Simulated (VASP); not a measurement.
# ZrN (Fm-3m) in VASP: further runs, part 2 of 2

VASP 6.6.1. The steps go on from the part before.

## Step 3: Optical spectrum, r2SCAN

The input, INCAR:

```
SYSTEM = ZrN
ALGO = Normal ; CSHIFT = 0.1
EDIFF = 1E-7 ; ENCUT = 520
ISIF = 2 ; ISMEAR = 0
LASPH = .TRUE. ; LCHARG = .FALSE.
LMIXTAU = .TRUE. ; LOPTICS = .TRUE.
LREAL = .FALSE. ; LWAVE = .FALSE.
METAGGA = R2SCAN ; NBANDS = 56
NEDOS = 2000 ; NELM = 100
PREC = Accurate ; SIGMA = 0.02
```

The input, KPOINTS:

```
k-points
0
G
  18 18 18
  0 0 0
```

The input, POSCAR:

```
ZrN                                     
1.0
    0.0000000000      2.2936431104      2.2936431104
    2.2936431104      0.0000000000      2.2936431104
    2.2936431104      2.2936431104      0.0000000000
  Zr              N             
     1     1
Direct
     0.5000000000000000    0.5000000000000000    0.5000000000000000
     0.0000000000000000    0.0000000000000000    0.0000000000000000
```

Potentials or basis: VASP PAW PBE potentials, release 64 (Zr_sv, N).

Command:

```console
$ cat potpaw_PBE.64/Zr_sv/POTCAR potpaw_PBE.64/N/POTCAR > POTCAR
$ mpirun -np 1 vasp_std > vasp.out
```

OUTCAR:

```text
SYSTEM = ZrN
   EDIFF = 1E-7
   ENCUT = 520
   ISIF = 2
   ISMEAR = 0
   LASPH = .TRUE.
   LREAL = .FALSE.
   METAGGA = R2SCAN
   NELM = 100
   PREC = Accurate

 ion  position               nearest neighbor table
   1  0.500  0.500  0.500-   2 2.29   2 2.29   2 2.29   2 2.29   2 2.29   2 2.29
   2  0.000  0.000  0.000-   1 2.29   1 2.29   1 2.29   1 2.29   1 2.29   1 2.29

  LATTYP: Found a face centered cubic cell.
 ALAT       =     4.5872862208

  Lattice vectors:

 A1 = (   0.0000000000,   2.2936431104,   2.2936431104)
 A2 = (   2.2936431104,   0.0000000000,   2.2936431104)
 A3 = (   2.2936431104,   2.2936431104,   0.0000000000)

Analysis of symmetry for initial positions (statically):
=====================================================================
 Subroutine PRICEL returns:
 Original cell was already a primitive cell.

 Routine SETGRP: Setting up the symmetry group for a
 face centered cubic supercell.

 Subroutine GETGRP returns: Found 48 space group operations
 (whereof 48 operations were pure point group operations)
 out of a pool of 48 trial point group operations.

The static configuration has the point symmetry O_h .

Analysis of symmetry for dynamics (positions and initial velocities):
=====================================================================
 Subroutine PRICEL returns:
 Original cell was already a primitive cell.

 Routine SETGRP: Setting up the symmetry group for a
 face centered cubic supercell.

 Subroutine GETGRP returns: Found 48 space group operations
 (whereof 48 operations were pure point group operations)
 out of a pool of 48 trial point group operations.

The dynamic configuration has the point symmetry O_h .

 Subroutine INISYM returns: Found 48 space group operations
 (whereof 48 operations are pure point group operations),
 and found     1 'primitive' translations

----------------------------------------------------------------------------------------

                                     Primitive cell

  volume of cell :      24.1328

  direct lattice vectors                    reciprocal lattice vectors
     0.000000000  2.293643110  2.293643110    -0.217993810  0.217993810  0.217993810
     2.293643110  0.000000000  2.293643110     0.217993810 -0.217993810  0.217993810
     2.293643110  2.293643110  0.000000000     0.217993810  0.217993810 -0.217993810

  length of vectors
     3.243701194  3.243701194  3.243701194     0.377576354  0.377576354  0.377576354
[... 127 lines left out ...]

  energy without entropy =      -35.83736227  energy(sigma->0) =      -35.83746331

 E-fermi :  12.1257     XC(G=0): -13.2950

 val. band max:       12.1120542358   @ k =  -0.1667   0.1667   0.0556
 cond. band min:      12.1280669424   @ k =   0.1111   0.0000   0.0000
 fundamental gap:      0.0160127065
 Fermi energy:        12.1256872425

 k-point     1 :       0.0000    0.0000    0.0000
  band No.  band energies     occupation
      1     -39.3180      2.00000
      2     -16.2376      2.00000
      3     -16.2376      2.00000
      4     -16.2376      2.00000
      5      -5.2701      2.00000
      6       9.1347      2.00000
[... 541 lines left out ...]
     19      36.5641      0.00000
     20      37.8086      0.00000

 [... further k-points ...]

 [bands above 20 left out]

------------------------ aborting loop because EDIFF is reached ----------------------------------------

  FORCE on cell =-STRESS in cart. coord.  units (eV):
  Direction    XX          YY          ZZ          XY          YZ          ZX
  --------------------------------------------------------------------------------------
  -------------------------------------------------------------------------------------
  Total        0.0121011      0.0121011      0.0121011      0.0000000      0.0000000      0.0000000
  in kB        0.8033913      0.8033913      0.8033913      0.0000000      0.0000000      0.0000000
  external PRESSURE =       0.8033913 kB  Pullay stress =       0.0000000 kB

 VOLUME and BASIS-vectors are now :
 -----------------------------------------------------------------------------
  energy-cutoff  :      520.00
  volume of cell :       24.13
      direct lattice vectors                 reciprocal lattice vectors
     0.000000000  2.293643110  2.293643110    -0.217993810  0.217993810  0.217993810
     2.293643110  0.000000000  2.293643110     0.217993810 -0.217993810  0.217993810
     2.293643110  2.293643110  0.000000000     0.217993810  0.217993810 -0.217993810

 POSITION                                       TOTAL-FORCE (eV/Angst)
 -----------------------------------------------------------------------------------
      2.29364      2.29364      2.29364         0.000000     -0.000000     -0.000000
      0.00000      0.00000      0.00000        -0.000000      0.000000      0.000000
 -----------------------------------------------------------------------------------
    total drift:                                0.000000     -0.000000      0.000000

  FREE ENERGIE OF THE ION-ELECTRON SYSTEM (eV)
  ---------------------------------------------------
  free  energy   TOTEN  =       -35.8375643607 eV

  energy  without entropy=      -35.8373622662  energy(sigma->0) =      -35.83746331

 electrical conductivity sigma (Mega S m-1) (frequency dependency in vasprun.xml)
  --------------------------------------------------------------------------------------
       0.237       0.000      -0.000
       0.000       0.237       0.000
      -0.000       0.000       0.237

  frequency dependent IMAGINARY DIELECTRIC FUNCTION (independent particle, no local field effects) density-density
     E(ev)      X         Y         Z        XY        YZ        ZX
  --------------------------------------------------------------------------------------------------------------
     0.00000     0.00000     0.00000     0.00000     0.00000     0.00000     0.00000
     1.60261     0.33984     0.33984     0.33984     0.00000     0.00000     0.00000
     3.20522     0.90783     0.90783     0.90783    -0.00000    -0.00000     0.00000
     4.80783     2.89884     2.89884     2.89884    -0.00000    -0.00000     0.00000
     6.41044     7.22877     7.22877     7.22877    -0.00000    -0.00000    -0.00000
     8.01305     7.82581     7.82581     7.82581     0.00000     0.00000    -0.00000
[... 92 lines left out ...]
   157.05574     0.00005     0.00005     0.00005    -0.00000     0.00000     0.00000
   158.65835     0.00005     0.00005     0.00005    -0.00000     0.00000     0.00000

  frequency dependent      REAL DIELECTRIC FUNCTION (independent particle, no local field effects) density-density
     E(ev)        X           Y           Z          XY          YZ          ZX
  --------------------------------------------------------------------------------------------------------------
     0.00000   185.94897   185.94897   185.94897     0.00000     0.00000     0.00000
     1.60261     5.13905     5.13905     5.13905    -0.00000     0.00000    -0.00000
     3.20522     7.20076     7.20076     7.20076    -0.00000     0.00000     0.00000
     4.80783     9.32052     9.32052     9.32052     0.00000     0.00000    -0.00000
     6.41044     6.25748     6.25748     6.25748    -0.00000     0.00000     0.00000
     8.01305     3.39583     3.39583     3.39583     0.00000    -0.00000     0.00000
[... 92 lines left out ...]
   157.05574     0.96428     0.96428     0.96428     0.00000    -0.00000    -0.00000
   158.65835     0.96504     0.96504     0.96504     0.00000    -0.00000    -0.00000

  frequency dependent IMAGINARY DIELECTRIC FUNCTION (independent particle, no local field effects) current-current
     E(ev)      X         Y         Z        XY        YZ        ZX
  --------------------------------------------------------------------------------------------------------------
     0.00000    66.40906    66.40906    66.40906    -0.00000    -0.00000     0.00000
     1.60261     0.85404     0.85404     0.85404    -0.00000     0.00000    -0.00000
     3.20522     1.29181     1.29181     1.29181    -0.00000    -0.00000     0.00000
     4.80783     3.24635     3.24635     3.24635    -0.00000    -0.00000    -0.00000
     6.41044     7.39101     7.39101     7.39101     0.00000    -0.00000     0.00000
     8.01305     7.88218     7.88218     7.88218    -0.00000    -0.00000    -0.00000
[... 92 lines left out ...]
   157.05574     0.00000     0.00000     0.00000     0.00000     0.00000    -0.00000
   158.65835     0.00000     0.00000     0.00000     0.00000     0.00000    -0.00000

  frequency dependent      REAL DIELECTRIC FUNCTION (independent particle, no local field effects) current-current
     E(ev)        X           Y           Z          XY          YZ          ZX
  --------------------------------------------------------------------------------------------------------------
     0.00000   -32.06295   -32.06295   -32.06295     0.00000     0.00000    -0.00000
     1.60261     6.07106     6.07106     6.07106     0.00000    -0.00000     0.00000
     3.20522     7.38586     7.38586     7.38586     0.00000    -0.00000     0.00000
     4.80783     9.30428     9.30428     9.30428     0.00000    -0.00000     0.00000
     6.41044     6.09600     6.09600     6.09600     0.00000    -0.00000     0.00000
     8.01305     3.23936     3.23936     3.23936     0.00000    -0.00000     0.00000
[... 92 lines left out ...]
   157.05574     0.96439     0.96439     0.96439    -0.00000     0.00000    -0.00000
   158.65835     0.96515     0.96515     0.96515    -0.00000     0.00000    -0.00000
```

It took 15 min on 1 thread of AMD EPYC 9R14 (Zen 4), shared host; peak memory 0.38 GiB.

What came out:

```yaml
Free_energy: -35.8376 eV
Pressure: 0.1 GPa
Band_gap_on_the_k_mesh: none (metal or under the smearing width)
```

Levels at points of the mesh, in eV from the Fermi level:
| k point | band 7 | band 8 | band 9 | band 10 | band 11 | band 12 |
| --- | --- | --- | --- | --- | --- | --- |
| (0.00, 0.00, 0.00) | -2.99 | -2.99 | -0.35 | -0.35 | -0.35 | 1.69 |
| (0.50, 0.00, 0.00) | -6.08 | -6.08 | 3.16 | 3.19 | 3.19 | 5.08 |
| (0.50, 0.50, 0.00) | -3.50 | -3.50 | -3.50 | 3.49 | 4.62 | 4.62 |

Dielectric function (mean over the directions given):
| energy (eV) | real part | imaginary part |
| --- | --- | --- |
| 0.32 | -15.46 | 16.41 |
| 1.28 | 4.53 | 0.90 |
| 2.32 | 6.38 | 0.47 |
| 3.37 | 7.27 | 0.88 |
| 4.41 | 8.53 | 2.16 |
| 5.45 | 8.19 | 5.70 |
| 6.49 | 5.74 | 7.25 |
| 7.53 | 4.87 | 7.92 |
| 8.57 | 2.47 | 7.77 |
| 9.62 | -0.27 | 7.76 |
| 10.58 | -3.25 | 4.94 |
| 11.62 | -2.38 | 3.49 |
| 12.66 | -1.55 | 1.33 |
| 13.70 | -0.44 | 0.79 |
| 14.74 | 0.22 | 0.79 |
| 15.79 | 0.76 | 1.07 |
| 16.83 | 0.92 | 1.24 |
| 17.87 | 0.73 | 1.68 |
| 18.91 | 0.22 | 1.60 |
| 19.95 | 0.20 | 1.28 |

Caveat: independent-particle spectra lack excitons; the intraband (Drude) part of a metal's response may be missing; the PAW data sets were made with another functional, which shifts forces and pressure a little.
